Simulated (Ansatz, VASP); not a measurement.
## Mg: 3 runs at one level of theory

The starting cell:

```
Mg
1.0
     3.20930    0.00000    0.00000
    -1.60465    2.77934    0.00000
     0.00000    0.00000    5.21030
Mg
2
Direct
  0.66667 0.33333 0.75000
  0.33333 0.66667 0.25000
```

Alike in all runs: task relaxation of cell and atoms; functional revPBE; dispersion D4; k mesh 10 × 10 × 5; occupations fermi-dirac, width 0.05 eV; no spin polarisation; no spin-orbit coupling.

```json
{"program and potentials": "Ansatz, Ansatz PAW", "plane-wave cutoff (eV)": "420", "notes": "potentials made for PBE, which Ansatz adapts in part; 10 valence electrons an atom on average", "equilibrium volume (Å³/atom)": "23.25"}
{"program and potentials": "VASP, PBE PAW files Mg, 600 eV", "plane-wave cutoff (eV)": "600", "notes": "potentials made for PBE; 2 valence electrons an atom on average", "equilibrium volume (Å³/atom)": "23.25"}
{"program and potentials": "Ansatz, all-electron LAPW, scalar-relativistic", "plane-wave cutoff (eV)": "-", "notes": "-", "equilibrium volume (Å³/atom)": "23.25"}
```

All agree on the equilibrium volume. Some sets were made for another functional than the one run, which can shift their rows. Relaxations stop with a little pressure left, so the last digit of a volume isn't settled.

Differences between rows come from potentials, basis sets and numerical settings, since the functional is the same but for its coding. Runs on potential files found faulty are left out.
